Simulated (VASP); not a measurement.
Wanted: the native input for a VASP 6.6.1 run.

| Item | Value |
| --- | --- |
| Task | relaxation of cell and atoms |
| Functional | LDA |
| Potentials or basis | VASP PAW LDA potentials, release 64 (Sn_d, O) |
| Cutoff | 600 eV |
| k mesh | 6 × 6 × 8 |
| Occupations | gaussian, width 0.02 eV |
| Spin | no spin polarisation |
| Further INCAR settings | ALGO = Normal; EDIFF = 1e-07; IBRION = 2; EDIFFG = -0.005; NSW = 90; ISIF = 3 |

The structure of SnO2 lies in POSCAR:

```
SnO2
1.0
    4.7373500000      0.0000000000      0.0000000000
    0.0000000000      4.7373500000      0.0000000000
    0.0000000000      0.0000000000      3.1864000000
Sn O
2 4
Direct
    0.0000000000      0.0000000000      0.0000000000
    0.5000000000      0.5000000000      0.5000000000
    0.3056200000      0.3056200000      0.0000000000
    0.1943800000      0.8056200000      0.5000000000
    0.6943800000      0.6943800000      0.0000000000
    0.8056200000      0.1943800000      0.5000000000
```

The input as run:

INCAR

```
ALGO = Normal
EDIFF = 1E-7
EDIFFG = -0.005
ENCUT = 600
GGA = CA
IBRION = 2
ISIF = 3
ISMEAR = 0
LASPH = True
LCHARG = False
LREAL = False
LWAVE = False
NELM = 80
NSW = 90
PREC = Accurate
SIGMA = 0.02
```

KPOINTS

```
k-points
0
Gamma
  6 6 8
```

Potentials or basis: VASP PAW LDA potentials, release 64 (Sn_d, O).

Run with:

```sh
$ cat potpaw_LDA.64/Sn_d/POTCAR potpaw_LDA.64/O/POTCAR > POTCAR
$ mpirun -np 1 vasp_std > vasp.out
```

Results of the run:

```json
{"Relaxed volume": "11.90 Å³/atom", "Relaxed cell": "a = 4.727 Å, b = 4.727 Å, c = 3.196 Å, α = 90.00°, β = 90.00°, γ = 90.00°", "Space group after relaxing (to 0.05 Å)": "P4_2/mnm (No. 136)", "Energy gained by relaxing": "0.2 meV/atom", "Ionic steps": "5", "Pressure after relaxing": "0.0 GPa", "Largest force after relaxing": "0.003 eV/Å", "Band gap on the k mesh": "1.15 eV, direct"}
```

Caveat: spin-orbit coupling is left out, which moves the levels of the heavy elements.

Run time: 7.3 min on 1 thread of Intel(R) Xeon(R) Platinum 8375C CPU @ 2.90GHz (Ice Lake), with other jobs on the host, peak memory 0.24 GiB.
